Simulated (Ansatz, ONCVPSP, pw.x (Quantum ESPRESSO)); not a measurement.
Equation-of-state test of one ONCV potential (B (Z = 5))

- Element: B
- Generator: ONCVPSP 4.0.1.1 (patched build)
- Type: optimised norm-conserving Vanderbilt (ONCV)
- Functional: PBE
- Relativity: scalar-relativistic
- Frozen core: [He]
- Valence charge: 3
- Reference configuration: 2s1.5 2p1.5
- Partial waves: 2s: rc 1.30 bohr, ncon 4, nbas 7, qcut 5.5 1/bohr, 1 projector; 2p: rc 3.92 bohr, ncon 3, nbas 7, qcut 6.2 1/bohr, 1 projector; d scattering state at 0.22 Ha: rc 2.35 bohr, ncon 3, nbas 7, qcut 4.3 1/bohr, 2 projectors, debl 1.6 Ha
- Local potential: polynomial inside 1.05 bohr (lpopt 1, dvloc0 0 Ha)
- Core correction: Teter function, fcfact 5.25, rcfact 1.15

Atomic tests: cutoffs needed: 12 Ha and 18 Ha (the cutoffs (Ha) at which the residual kinetic energy of the hardest occupied pseudo-wave falls to 1 and 0.1 mHa per electron); ghost test: no bound ghost flagged; no localised positive-energy state flagged; largest excitation error: +626 meV (all-electron minus pseudo) for 2s1 2p0, out of 4 test configurations.

Crystal test: sc B in pw.x 7.5, no spin, 17³ k-points, Fermi–Dirac smearing 0.01 Ry, cutoffs 50/200 Ry. The reference is all-electron LAPW (Ansatz 0.2.0) with the same functional, mesh and smearing; V0 and B0 come from Birch–Murnaghan fits to the pressures at five volumes. Errors are pseudo minus all-electron; Δ is the rms difference of the E(V) curves that follow from these fits, minima aligned, over ±6 % about the mean V0. Mesh and smearing are coarse, so the numbers serve the comparison and aren't converged zero-temperature values; the lattice is a test structure that the element need not adopt.

```csv
V (Å³/atom),P all-electron (GPa),P pseudo (GPa)
6.385,12.58,-40.13
6.553,5.67,-42.12
6.721,-0.49,-43.84
6.889,-5.97,-45.26
7.057,-10.85,-46.46
```

All-electron: a0 = 1.886 Å (V0 = 6.71 Å³/atom), B0 = 233.9 GPa.

Pseudopotential: mean pressure error (GPa): -43.75. The pressure does not cross zero within the volumes sampled, so no fit is given. The largest radius (3.92 bohr) exceeds half the bond length (1.78 bohr), so the spheres overlap, which is one possible source of error among others. This is a poor potential for the solid.

Problem. At the middle volume, how do free energy and pressure move when the wave cutoff is lowered (ecutrho kept at four times it)?

Solution.

| cutoff (Ry) | shift of F (meV/atom) | shift of P (GPa) |
| --- | --- | --- |
| 22 | +59.0 | -4.83 |
| 30 | +5.6 | -0.76 |
| 40 | +0.5 | +0.12 |

The run at the middle volume (165 k-points, 6 iterations) took about 6.3 s on one core of a shared host (Neoverse-N1, 64 threads, 124 GiB, load 64).
